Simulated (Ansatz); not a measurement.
Level of theory: DFT PBE, scalar-relativistic, plane waves, PAW in Ansatz. Several structures of CaB6 from a search were relaxed, and the powder pattern of one of them was computed from 10° to 70° in 2θ (λ = 1.5406 Å).

Cu Kα1 powder pattern (kinematic, no thermal factors).
2θ (°) (relative intensity): 21.41 (5), 30.45 (100), 37.53 (48), 43.61 (26), 49.07 (38), 54.12 (7), 63.37 (4), 67.71 (32)

Task: Which structure gives it?
1.

Space group Pm-3m (No. 221). a = 4.148 Å, b = 4.148 Å, c = 4.148 Å, α = 90.00°, β = 90.00°, γ = 90.00°
```
atom  site  symmetry       x       y       z
  Ca    1a      m-3m  0.0000  0.0000  0.0000
   B    6f      4m.m  0.2018  0.5000  0.5000
```

2.

Space group P4/mmm (No. 123). a = 4.481 Å, b = 4.481 Å, c = 4.866 Å, α = 90.00°, β = 90.00°, γ = 90.00°
| atom | site | symmetry | x | y | z |
| --- | --- | --- | --- | --- | --- |
| Ca | 1a | 4/mmm | 0.0000 | 0.0000 | 0.0000 |
| B | 4k | m.2m | 0.8083 | 0.8083 | 0.5000 |
| B | 2e | mmm. | 0.0000 | 0.5000 | 0.5000 |

3.

Space group Pmmm (No. 47). a = 3.488 Å, b = 4.316 Å, c = 5.773 Å, α = 90.00°, β = 90.00°, γ = 90.00°
```json
{"atom": "Ca", "site": "1d", "symmetry": "mmm", "x": "0.5000", "y": "0.0000", "z": "0.5000"}
{"atom": "B", "site": "4x", "symmetry": ".m.", "x": "0.7505", "y": "0.5000", "z": "0.7543"}
{"atom": "B", "site": "1e", "symmetry": "mmm", "x": "0.0000", "y": "0.5000", "z": "0.0000"}
{"atom": "B", "site": "1g", "symmetry": "mmm", "x": "0.0000", "y": "0.5000", "z": "0.5000"}
```

Result: 1. Its strongest line, at 2θ = 30.45°, has d = λ/(2 sin θ) = 2.933 Å and is the (1 1 0) reflection of the conventional Pm-3m cell with a = 4.148 Å. The others have their strongest lines at 15.3° (Pmmm); 19.8° (P4/mmm). In energy it is the lowest of those shown.

These are computed cells and needn't be stable.